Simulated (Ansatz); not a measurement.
# ZnS: vibrations at Γ and dielectric response

Aim: the dielectric constants and Born charges of the published phase of ZnS (P6_3mc), and its zone-centre vibrations.

The runs shown are made with Ansatz 0.2.0. Linear response, PAW datasets, plane waves. (Simulation; spin polarisation is off.)

## (1) Starting point

The cell was relaxed beforehand with PBEsol.

Space group P6_3mc (No. 186), hexagonal; a = 3.782 Å, c = 6.208 Å in the conventional setting, 19.23 Å³ an atom. Near Zn stand 4 S at 2.32 Å; near S stand 4 Zn at 2.32 Å.

Coordinates:

```xyz
4
Lattice="3.7821 0.0000 0.0000 -1.8911 3.2754 0.0000 0.0000 0.0000 6.2076" Properties=species:S:1:pos:R:3 pbc="T T T"
Zn    0.0000    2.1836    0.0336
Zn    1.8911    1.0918    3.1374
S     0.0000    2.1836    2.3563
S     1.8911    1.0918    5.4601
```

## (2) Zone-centre modes, PBEsol

input.yaml

```yaml
crystal:
  lattice:
    - [3.7821397541, 0.0, 0.0]
    - [-1.8910698771, 3.2754291077, 0.0]
    - [0.0, 0.0, 6.2075689759]
  atoms:
    - { symbol: Zn, position: [0.3333333333, 0.6666666667, 0.0054119681] }
    - { symbol: Zn, position: [0.6666666667, 0.3333333333, 0.5054119681] }
    - { symbol: S, position: [0.3333333333, 0.6666666667, 0.3795880319] }
    - { symbol: S, position: [0.6666666667, 0.3333333333, 0.8795880319] }
kpoints:
  mp_grid: { grid: [6, 6, 4] }
hamiltonian:
  xc: pbesol
scf:
  occupations: { method: fixed }
phonons:
  method: dfpt
  dielectric: true
  qpoints: [[0, 0, 0]]
  rigid_motions: translations
```

Launch:

```bash
ansatz run input.yaml --threads 4 --pin off --max-ram 9216MiB --backend cpu --events-out ev --progress --plain --runs-dir out
```

Output:

```text
Warning: RAYON_NUM_THREADS=4 ignored (pool sized by the plan → 4); use --threads N
Engine: ansatz 0.2.0, aarch64-unknown-linux-gnu
Pseudopotentials: kind: paw
Pseudopotential: Zn, paw, valence charge 12, recommended cutoff 420 eV (normal), Zn.paw.azcp
Pseudopotential: S, paw, valence charge 6, recommended cutoff 420 eV (normal), S.paw.azcp
Functional definition: PBEsol
  exchange = pbesol_x
  correlation = pbesol_c
Crystal: 4 atoms, lattice volume = 76.900 Å³
Basis set: ecut = 420 eV, 1521 PW (Γ), exchange–correlation on 54×54×96 points (8 copies of the dense FFT grid, shifted against one another)
Bands: 22, of which v1, the nominal top of the filled ones, is band 18 counted from 1 (17 counted from 0)
Symmetry: 12 space group operations
k-points: 47 of 144 (irreducible under 2 space group operations, time reversal used)
Non-local potential: Zn, projectors of the file, l = 0: 2, l = 1: 2, l = 2: 3, l = 3: 1
Non-local potential: S, projectors of the file, l = 0: 2, l = 1: 2, l = 2: 2
PAW form: soft (Blöchl's): semilocal exchange-correlation on the pseudo side does not see the compensation charge
PAW frozen core: Zn, regenerated for the run's functional, and the local potential with it (the file was generated under x = pbe(κ = 0.804, μ = 0.2195149727645171), c = pbe(β = 0.06672455060314922))
PAW frozen core: S, regenerated for the run's functional, and the local potential with it (the file was generated under x = pbe(κ = 0.804, μ = 0.2195149727645171), c = pbe(β = 0.06672455060314922))
PAW one-centre angular grid: Zn, 590 points (default); XC on 64 Gauss nodes
PAW one-centre angular grid: S, 110 points (default); XC on 64 Gauss nodes
Initial density: superposition of atomic densities (neutral atoms: chi_scale 0, normalization atom), corrected by the library's trained network
Initial wavefunctions: pseudopotential atomic-orbital guess
Functional: x = pbesol(κ = 0.804, μ = 0.12345679012345678), c = pbesol(β = 0.046)
SCF iter   1: F=—  HF=-8334.874631 eV  |F-HF|=—  |Δ(HF+E_count)|=         —  Δρ=5.36e-3  dr2=2.48e-2  ethr=1.77e-3  ⟨swp⟩=5.1  Hψ=4392  notcnv=0  defer=90
preconditioner: auto → Resta (q_TF=auto, 2.404 Å⁻¹)  ε∞=6.7  [insulator: Δε(μ)=2.105 eV  Ē_g=10.645 eV  n_scr=22 (ndim 8)  ℏωp=25.4 eV  f_vac=0.035  ε∞_Penn≈6.7]
SCF iter   2: F=—  HF=-8334.868302 eV  |F-HF|=—  |Δ(HF+E_count)|=   6.33e-3  Δρ=2.00e-3  dr2=5.24e-3  ethr=6.90e-5  ⟨swp⟩=2.5  Hψ=2216  notcnv=0  defer=92
SCF iter   3: F=—  HF=-8334.867333 eV  |F-HF|=—  |Δ(HF+E_count)|=   9.69e-4  Δρ=1.52e-3  dr2=1.19e-3  ethr=1.46e-5  ⟨swp⟩=2.0  Hψ=1912  notcnv=0  defer=92
SCF iter   4: F=—  HF=-8334.866865 eV  |F-HF|=—  |Δ(HF+E_count)|=   4.68e-4  Δρ=3.80e-4  dr2=1.10e-4  ethr=3.30e-6  ⟨swp⟩=2.0  Hψ=1874  notcnv=0  defer=92
SCF iter   5: F=—  HF=-8334.866915 eV  |F-HF|=—  |Δ(HF+E_count)|=   5.00e-5  Δρ=8.17e-5  dr2=8.20e-6  ethr=3.04e-7  ⟨swp⟩=3.0  Hψ=1959  notcnv=0  defer=3
SCF iter   6: F=—  HF=-8334.866920 eV  |F-HF|=—  |Δ(HF+E_count)|=   4.80e-6  Δρ=3.94e-5  dr2=9.84e-7  ethr=2.28e-8  ⟨swp⟩=2.0  Hψ=1880  notcnv=0
SCF iter   7: F=—  HF=-8334.866921 eV  |F-HF|=—  |Δ(HF+E_count)|=   1.15e-6  Δρ=6.85e-6  dr2=4.54e-8  ethr=2.73e-9  ⟨swp⟩=2.0  Hψ=1782  notcnv=0
SCF iter   8: F=—  HF=-8334.866921 eV  |F-HF|=—  |Δ(HF+E_count)|=   7.11e-8  Δρ=1.43e-6  dr2=1.48e-9  ethr=1.26e-10  ⟨swp⟩=2.0  Hψ=1878  notcnv=0
SCF iter   9: F=—  HF=-8334.866921 eV  |F-HF|=—  |Δ(HF+E_count)|=   1.86e-9  Δρ=5.45e-7  dr2=2.50e-10  ethr=4.12e-12  ⟨swp⟩=2.0  Hψ=1810  notcnv=0
SCF iter  10: F=-8334.866921 eV  HF=-8334.866921 eV  |F-HF|=5.46e-12  |Δ(HF+E_count)|=  1.26e-10  Δρ=9.76e-8  dr2=5.41e-12  ethr=1.00e-12  ⟨swp⟩=7.3  Hψ=5886  notcnv=0
SCF 1 converged in 10 iterations: F = -8334.866921 eV  dr2 = 5.41e-12
DFPT response loops at Γ: preconditioner auto → Resta (q_TF=auto, 2.404 Å⁻¹)  ε∞=5.3 (no band partly filled); β = 1.00, the filter's whole step (`scf.mixing.beta` (0.50) is not read by the response loops at its default; to damp them type it under 1.00, their step now; it binds the ground state too); Broyden in place of MSR1
── the response to a field inside a basis, on 10×10×6 k-points: an SCF that follows is theirs, and a resumed run solves both again ──
Bands: 19, of which v1, the nominal top of the filled ones, is band 18 counted from 1 (17 counted from 0)
k-points: 90 of 600 (irreducible under 4 space group operations, time reversal used)
Initial density: handed on by an earlier stage of this run
Initial wavefunctions: pseudopotential atomic-orbital guess (no wavefunctions were taken with the density)
Eigensolver: Dense (90 Hₖ)
SCF iter   1: F=—  HF=-8334.866864 eV  |F-HF|=—  |Δ(HF+E_count)|=         —  Δρ=2.06e-4  dr2=1.63e-5  ethr=1.00e-1
preconditioner: auto → Resta (q_TF=auto, 2.404 Å⁻¹)  ε∞=8.0  [insulator: Δε(μ)=2.513 eV  Ē_g=9.578 eV  n_scr=22 (ndim 8)  ℏωp=25.4 eV  f_vac=0.032  ε∞_Penn≈8.0]
SCF iter   2: F=—  HF=-8334.866862 eV  |F-HF|=—  |Δ(HF+E_count)|=   1.57e-6  Δρ=2.38e-4  dr2=2.29e-5  ethr=4.53e-8
SCF iter   3: F=—  HF=-8334.866861 eV  |F-HF|=—  |Δ(HF+E_count)|=   1.22e-6  Δρ=4.16e-5  dr2=5.11e-7  ethr=4.53e-8
SCF iter   4: F=-8334.866859 eV  HF=-8334.866859 eV  |F-HF|=1.25e-7  |Δ(HF+E_count)|=   1.96e-6  Δρ=1.02e-5  dr2=4.14e-8  ethr=1.42e-9
SCF 1 converged in 4 iterations: F = -8334.866859 eV  dr2 = 4.14e-8
DFPT response loops at Γ: preconditioner auto → Resta (q_TF=auto, 2.404 Å⁻¹)  ε∞=4.9 (no band partly filled); β = 1.00, the filter's whole step (`scf.mixing.beta` (0.50) is not read by the response loops at its default; to damp them type it under 1.00, their step now; it binds the ground state too); Broyden in place of MSR1
WARN: field response: ε∞ stands inside a basis, on 10×10×6 points; the force constants stand on the 6×6×4 k-mesh, whose period is 10.31 times the interband length at k = (0.0000, 0.0000, 0.0000), direct gap 2.154 eV, under 14: take them and everything formed from them as unconverged, and compare with a denser kpoints.mp_grid
SCF converged after 10 iterations
Free energy (F): -8334.866921 eV
Harris-Foulkes:  -8334.866921 eV  (|F-HF|=5.46e-12)
Internal energy: -8334.866921 eV  (E = F + TS)
E sigma→0 (E₀):  -8334.866921 eV
Fermi energy:    6.048582 eV
--- Per-component energies (eV) ---
  E_band       = 14.396808
  E_kinetic    = 477.358752
  E_local      = -4055.728383  (includes V_loc(G=0)·N_el)
  E_nonlocal   = 1287.802701
  E_hartree    = 1693.830583
  E_xc         = -464.262665
  E_vxc        = -280.677408  (∫ρ·V_xc dr)
  E_paw        = -4750.142844  (= ΣΔE_a)
  E_vpaw       = -802.019345  (= ΣTr[D̂ρ^β])
  E_aug_tail   = -0.000740  (compensation charges beyond the density's cutoff)
  E_ewald      = -2525.442933
  E_core_change = 1.718608  (= ΣΔE_core)
  E_smearing   = -0.000000  (= −TS)
  E_closure    = 0.000000  (closes the sum)
  Σ components = -8334.866921   (vs F -8334.866921, Δ=0.00e0)
--- Band table (eV; the first three rows and the last of 47) ---
  k-point 0: bands = ["-7.3180", "-6.3206", "-0.4428", "-0.4263", "-0.4263", "-0.3405", "-0.3405", "0.0407", "0.0407", "0.1241", "0.1241", "0.2670", "0.4991", "5.1113", "5.1113", "5.9593", "6.0486", "6.0486", "8.2028", "9.0667", "12.2202", "12.2202"]
  k-point 1: bands = ["-7.1929", "-6.4924", "-0.4532", "-0.4178", "-0.4178", "-0.3574", "-0.3574", "-0.2274", "0.0561", "0.0561", "0.1152", "0.1152", "1.5183", "4.8211", "5.2379", "5.2379", "5.8991", "5.8991", "9.1223", "9.2215", "12.1655", "12.3156"]
  k-point 2: bands = ["-6.8654", "-6.8654", "-0.4315", "-0.4315", "-0.3917", "-0.3917", "-0.3917", "-0.3917", "0.0889", "0.0889", "0.0889", "0.0889", "3.0803", "3.0803", "5.5571", "5.5571", "5.5571", "5.5571", "9.5459", "9.5459", "12.6793", "12.6793"]
  k-point 46: bands = ["-6.2906", "-6.0276", "-0.4012", "-0.3247", "-0.2611", "-0.1596", "-0.1275", "-0.1014", "0.0654", "0.0901", "0.1972", "0.4096", "1.1069", "1.7877", "3.0167", "3.5494", "4.2169", "4.6837", "10.1209", "10.9461", "11.5471", "12.1031"]
--- Phonons (Γ-DFPT): 4 representative perturbations + reference, on 47 of 144 k-points (Σ response iterations 14) ---
  k mesh reduced under 2 symmetry operations, with k and −k counted as one. Each operation leaves every solved perturbation unchanged. A smaller set is not considered because the run solves the response to a homogeneous field
  ASR residual: 3.333e-5 → 0.000e0 eV/Å²; symmetrization residual: 2.402e-5 eV/Å²
  ASR residual per site (eV/Å²): 2.56e-5 2.56e-5 3.33e-5 3.33e-5
  Γ frequencies (cm⁻¹): 0.00 0.00 0.00 69.06 69.06 194.20 276.76 281.51 281.51 287.08 287.08 336.78
  ε∞ (high-frequency dielectric tensor):
        5.977489     0.000000     0.000000
        0.000000     5.977489     0.000000
        0.000000     0.000000     6.103574
  ε⁰ (static dielectric tensor: ions relaxed, cell fixed):
        8.648019     0.000000    -0.000000
        0.000000     8.648019    -0.000000
       -0.000000    -0.000000     9.184032
  ε⁰ − ε∞ (ionic part):
        2.670530    -0.000000    -0.000000
       -0.000000     2.670530    -0.000000
       -0.000000    -0.000000     3.080457
  softest optical mode at Γ: 69.06 cm⁻¹; the repairs (sum rule, projections) moved no ω² at Γ by more than (1.65 cm⁻¹)²
  Born effective charges Z* (e; rows j = field, columns β = displacement):
    site 0:
         1.88608    0.00000   -0.00000
         0.00000    1.88608   -0.00000
        -0.00000   -0.00000    1.99152
    site 1:
         1.88608    0.00000    0.00000
         0.00000    1.88608    0.00000
         0.00000    0.00000    1.99152
    site 2:
        -1.88608   -0.00000    0.00000
        -0.00000   -1.88608    0.00000
        -0.00000   -0.00000   -1.99152
    site 3:
        -1.88608   -0.00000    0.00000
        -0.00000   -1.88608    0.00000
         0.00000    0.00000   -1.99152
  Z* charge neutrality: 2.029e-3 e pre-enforcement
  solved inside a basis spanned on kpoints, on 10×10×6 k-points, its susceptibility summed on 14×14×8: ε∞ is read to err by 1.9e-2, Z* by 1.3e-2 e (field_mesh: kpoints solves on kpoints); Z* is corrected for what the basis lacks
  optical modes at Γ without the LO–TO term, one row a degenerate level:
      ω (cm⁻¹)  modes    IR ((D/Å)²/amu)
         69.06      2             0.0000
        194.20      1             0.0000
        276.76      1             8.5073
        281.51      2            15.2605
        287.08      2             0.0000
        336.78      1             0.0000
  optical modes at Γ + LO–TO along q̂ = [1.0000, 0.0000, 0.0000]:
      ω (cm⁻¹)  modes    IR ((D/Å)²/amu)
         69.06      2             0.0000
        194.20      1             0.0000
        276.76      1             8.5073
        281.51      1             7.6303
        287.08      2             0.0000
        336.78      1             0.0000
        338.60      1             7.6303
  optical modes at Γ + LO–TO along q̂ = [0.0000, 1.0000, 0.0000]:
      ω (cm⁻¹)  modes    IR ((D/Å)²/amu)
         69.06      2             0.0000
        194.20      1             0.0000
        276.76      1             8.5073
        281.51      1             7.6303
        287.08      2             0.0000
        336.78      1             0.0000
        338.60      1             7.6303
  optical modes at Γ + LO–TO along q̂ = [0.0000, 0.0000, 1.0000]:
      ω (cm⁻¹)  modes    IR ((D/Å)²/amu)
         69.06      2             0.0000
        194.20      1             0.0000
        281.51      2            15.2605
        287.08      2             0.0000
        336.78      1             0.0000
        339.49      1             8.5073
--- Phonons (arbitrary-q DFPT): 1 explicit q-point ---
  q = [0, 0, 0] (of the zone-centre solve; hermiticity 2.51e-6, symmetrization 1.87e-6): -0.00 -0.00 -0.00 69.06 69.06 194.20 276.76 281.51 281.51 287.08 287.08 336.78
  sum rule: each row above includes the acoustic sum rule's correction from the zone centre's row sums; it moved no ω² by more than (0.53 cm⁻¹)²
```

Run time: 44 s. Hardware: 4 threads of Arm Neoverse V2, shared host; peak memory 0.86 GiB.

ε∞ along the axes: 5.98, 5.98, 6.10. Mean Born charges: Zn +1.92, S -1.92 e.

The program warns that the k mesh is too coarse for part of the response (see the log: field response or force constants), so values formed from that part, frequencies included, are not converged.

Optical modes without the LO–TO term:

| frequency (cm⁻¹) | modes | IR strength ((D/Å)²/amu) | IR active |
| --- | --- | --- | --- |
| 69 | 2 | 0.00 | no |
| 194 | 1 | 0.00 | no |
| 277 | 1 | 8.51 | yes |
| 282 | 2 | 15.26 | yes |
| 287 | 2 | 0.00 | no |
| 337 | 1 | 0.00 | no |

| IR line (cm⁻¹) | relative intensity |
| --- | --- |
| 277 | 56 |
| 282 | 100 |

## (3) Field response with r2SCAN

This run takes the cell relaxed with r2SCAN (a = 3.805 Å, c = 6.244 Å).

input.yaml

```yaml
crystal:
  lattice:
    - [3.8054280165, 0.0, 0.0]
    - [-1.9027140082, 3.2955973345, 0.0]
    - [0.0, 0.0, 6.2440174968]
  atoms:
    - { symbol: Zn, position: [0.3333333333, 0.6666666667, 0.0053397627] }
    - { symbol: Zn, position: [0.6666666667, 0.3333333333, 0.5053397627] }
    - { symbol: S, position: [0.3333333333, 0.6666666667, 0.3796602373] }
    - { symbol: S, position: [0.6666666667, 0.3333333333, 0.8796602373] }
kpoints:
  mp_grid: { grid: [6, 6, 4] }
hamiltonian:
  xc: r2scan
scf:
  occupations: { method: fixed }
dielectric: {}
```

Launch:

```bash
ansatz run input.yaml --threads 4 --pin off --max-ram 9216MiB --backend cpu --events-out ev --progress --plain --runs-dir out
```

Output, shortened:

```text
Warning: RAYON_NUM_THREADS=4 ignored (pool sized by the plan → 4); use --threads N
[...]
[... 1 set-up line as earlier in the session ...]
Pseudopotential: Zn, paw, valence charge 12, recommended cutoff 500 eV (meta_gga), Zn.paw.azcp
Pseudopotential: S, paw, valence charge 6, recommended cutoff 500 eV (meta_gga), S.paw.azcp
Functional definition: r2SCAN
[...]
Crystal: 4 atoms, lattice volume = 78.307 Å³
Basis set: ecut = 500 eV, 1973 PW (Γ), exchange–correlation on 120×120×192 points (64 copies of the dense FFT grid, shifted against one another)
Bands: 22, of which v1, the nominal top of the filled ones, is band 18 counted from 1 (17 counted from 0)
[... 1 set-up line as earlier in the session ...]
k-points: 47 of 144 (irreducible under 2 space group operations, time reversal used)
[...]
SCF iter   1: F=—  HF=-8466.891309 eV  |F-HF|=—  |Δ(HF+E_count)|=         —  Δρ=1.56e-2  dr2=9.33e-2  dr2_τ=1.34e-2  ethr=1.77e-3  ⟨swp⟩=4.7  Hψ=4426  notcnv=0  defer=85
[...]
  ε∞ (high-frequency dielectric tensor):
        5.344119    -0.000000     0.000000
       -0.000000     5.344119     0.000000
        0.000000     0.000000     5.452669
  Born effective charges Z* (e; rows j = field, columns β = displacement):
    site 0:
         1.93652   -0.00000    0.00000
        -0.00000    1.93652   -0.00000
         0.00000   -0.00000    2.03172
    site 1:
         1.93652   -0.00000    0.00000
        -0.00000    1.93652    0.00000
         0.00000    0.00000    2.03172
    site 2:
        -1.93652    0.00000   -0.00000
         0.00000   -1.93652    0.00000
         0.00000   -0.00000   -2.03172
    site 3:
        -1.93652    0.00000    0.00000
         0.00000   -1.93652   -0.00000
        -0.00000    0.00000   -2.03172
  Z* charge neutrality: 2.119e-3 e pre-enforcement
  solved inside a basis spanned on kpoints, on 10×10×6 k-points, its susceptibility summed on 14×14×8: ε∞ is read to err by 1.6e-2, Z* by 1.3e-2 e (field_mesh: kpoints solves on kpoints); Z* is corrected for what the basis lacks
```

Wall time 86 s (4 threads of Arm Neoverse V2, shared host); peak memory 1.4 GiB.

The clamped-ion dielectric constant is 5.34, 5.34, 5.45. Mean Born charges: Zn +1.97, S -1.97 e.

## (4) Dielectric tensor and Born charges, PBE

input.yaml: that of step 3 with these lines changed.

```diff
@@ -13,3 +13,3 @@
 hamiltonian:
-  xc: r2scan
+  xc: pbe
 scf:
```

Launch:

```bash
ansatz run input.yaml --threads 4 --pin off --max-ram 9216MiB --backend cpu --events-out ev --progress --plain --runs-dir out
```

Output, shortened:

```text
Warning: RAYON_NUM_THREADS=4 ignored (pool sized by the plan → 4); use --threads N
[...]
[... 3 set-up lines as earlier in the session ...]
Functional definition: PBE
[...]
Crystal: 4 atoms, lattice volume = 78.307 Å³
Basis set: ecut = 420 eV, 1521 PW (Γ), exchange–correlation on 54×54×96 points (8 copies of the dense FFT grid, shifted against one another)
Bands: 22, of which v1, the nominal top of the filled ones, is band 18 counted from 1 (17 counted from 0)
[... 1 set-up line as earlier in the session ...]
k-points: 47 of 144 (irreducible under 2 space group operations, time reversal used)
[...]
SCF iter   1: F=—  HF=-8445.437157 eV  |F-HF|=—  |Δ(HF+E_count)|=         —  Δρ=4.61e-4  dr2=1.51e-4  ethr=1.77e-3  ⟨swp⟩=5.1  Hψ=4364  notcnv=0  defer=89
[...]
  ε∞ (high-frequency dielectric tensor):
        5.816062     0.000000     0.000000
       -0.000000     5.816062     0.000000
        0.000000     0.000000     5.935792
  Born effective charges Z* (e; rows j = field, columns β = displacement):
    site 0:
         1.92576   -0.00000    0.00000
        -0.00000    1.92576   -0.00000
        -0.00000   -0.00000    2.02846
    site 1:
         1.92576   -0.00000   -0.00000
        -0.00000    1.92576    0.00000
        -0.00000    0.00000    2.02846
    site 2:
        -1.92576   -0.00000   -0.00000
         0.00000   -1.92576   -0.00000
        -0.00000   -0.00000   -2.02846
    site 3:
        -1.92576    0.00000    0.00000
         0.00000   -1.92576    0.00000
         0.00000    0.00000   -2.02846
  Z* charge neutrality: 2.818e-3 e pre-enforcement
  solved inside a basis spanned on kpoints, on 10×10×6 k-points, its susceptibility summed on 14×14×8: ε∞ is read to err by 1.8e-2, Z* by 1.4e-2 e (field_mesh: kpoints solves on kpoints); Z* is corrected for what the basis lacks
```

Run time: 37 s. Hardware: 4 threads of Arm Neoverse V2, shared host; peak memory 0.86 GiB.

The clamped-ion dielectric constant is 5.82, 5.82, 5.94. Mean Born charges: Zn +1.96, S -1.96 e.

## (5) Summary of results

| quantity | value |
| --- | --- |
| ε∞, PBEsol at the PBEsol cell | 5.98, 5.98, 6.10 |
| ε∞, r2SCAN at the r2SCAN cell | 5.34, 5.34, 5.45 |
| ε∞, PBE at the r2SCAN cell | 5.82, 5.82, 5.94 |
| Born charges (mean of the diagonal), PBE | Zn +1.96, S -1.96 e |
| optical modes | 69 to 337 cm⁻¹ |
| highest mode with the LO–TO term | 339 cm⁻¹ |
| static dielectric constant | 8.6, 8.6, 9.2 |

In words: ε∞ averages 5.9 in PBE, so the refractive index well below the gap is about 2.42 at that level. PBE screens more (5.86 for PBE, 5.38 for r2SCAN), in step with its smaller gap on the mesh (2.21 and 2.78 eV). The ions raise the dielectric constant from 6.0 to 8.8. No mode at Γ is imaginary; other wave vectors weren't computed.

The gaps are Kohn-Sham values of a semilocal functional, not quasiparticle or optical gaps. Such gaps usually fall short of the measured ones.
